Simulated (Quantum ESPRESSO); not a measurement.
# ZnS (Wurtzite-2H) under changes of volume

One of the cells (19.603 Å³/atom); the others are scaled copies at fixed shape and fractional positions:

```xyz
4
Lattice="3.8110 0.0000 0.0000 -1.9055 3.3004 0.0000 0.0000 0.0000 6.2340" Properties=species:S:1:pos:R:3 pbc="T T T"
Zn    1.9055    1.1001    3.1170
Zn    0.0000    2.2003    0.0000
S     1.9055    1.1001    5.5171
S     0.0000    2.2003    2.4001
```

* Program: Quantum ESPRESSO 7.5
* Functional: r2SCAN
* Potentials or basis: SG15 PBE 1.2
* Cutoff: 952 eV
* Density cutoff: 3810 eV
* k mesh: 4 × 4 × 3
* Occupations: fermi-dirac, width 0.05 eV
* Spin: no spin polarisation

```csv
volume (Å³/atom),energy over the lowest point (meV/atom),pressure (GPa),gap on the mesh (eV)
18.427,?,?,?
18.819,14.14,4.5,2.96
19.211,5.16,2.6,2.86
19.603,0.59,0.9,2.76
19.995,0.00,-0.6,2.66
20.387,2.97,-2.0,2.57
20.779,9.16,-3.2,2.48
```

Question: What does the run at 18.427 Å³/atom give?

Answer: Energy over the lowest point 28.02 meV/atom; pressure 6.6 GPa; gap on the mesh 3.06 eV.

Worked out: A Birch-Murnaghan fit of order 3 (a polynomial in V^(-2/3)) to the other rows has its minimum at 19.86 Å³/atom with B0 = V·E''(V) = 77 GPa and B' = 4.4 at fixed shape and positions, which overstates the stiffness. It gives 28.04 meV/atom at 18.427 Å³/atom, against the run's 28.02, and -dE/dV = 6.8 GPa, against 6.6. A straight line through the other rows of the gap, of slope -4.86 eV per unit of ln V (its deformation potential), extrapolates to 3.06 eV, against the run's 3.06.

Energies are extrapolated to zero smearing.

Caveats: all runs use coarse meshes; the potentials were made for another functional, which shifts forces and pressure.
